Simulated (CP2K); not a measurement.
# ZnO under changes of volume

One of the cells (9.713 Å³/atom); the others are scaled copies at fixed shape and fractional positions:

```
CELL_PARAMETERS angstrom
2.68821 0.00000 0.00000
0.00000 2.68821 0.00000
0.00000 0.00000 2.68821
ATOMIC_POSITIONS crystal
Zn 0.00000 0.00000 0.00000
O 0.50000 0.50000 0.50000
```

The cell was built by a generator and needn't be a form met in nature.

```yaml
Program: CP2K 2026.2
Functional: PBEsol
Potentials_or_basis: POTENTIAL_UZH Zn GTH-PBE-q12, O GTH-PBE-q6; TZVP-MOLOPT-PBE-GTH basis
Density_cutoff: 8163 eV
k_mesh: 10 × 10 × 10
Occupations: fermi-dirac, width 0.05 eV
Spin: no spin polarisation
```

| volume (Å³/atom) | energy over the lowest point (meV/atom) | pressure (GPa) |
| --- | --- | --- |
| 9.130 | ? | ? |
| 9.325 | 0.00 | 0.6 |
| 9.713 | 7.24 | -6.3 |
| 10.102 | 29.57 | -11.7 |
| 10.296 | 45.28 | -14.0 |

**Question.** What does the run at 9.130 Å³/atom give?

**Answer.** Energy over the lowest point 3.14 meV/atom; pressure 4.7 GPa.

Worked out: A Birch-Murnaghan fit of order 2 (a polynomial in V^(-2/3)) to the other rows has its minimum at 9.35 Å³/atom with B0 = V·E''(V) = 179 GPa. It gives 3.00 meV/atom at 9.130 Å³/atom, against the run's 3.14, and -dE/dV = 4.5 GPa, against 4.7.

Energies are extrapolated to zero smearing.

Caveats: the potentials were made for another functional, which shifts forces and pressure; the basis of atomic orbitals isn't converged, which shifts pressures, moduli and gaps.
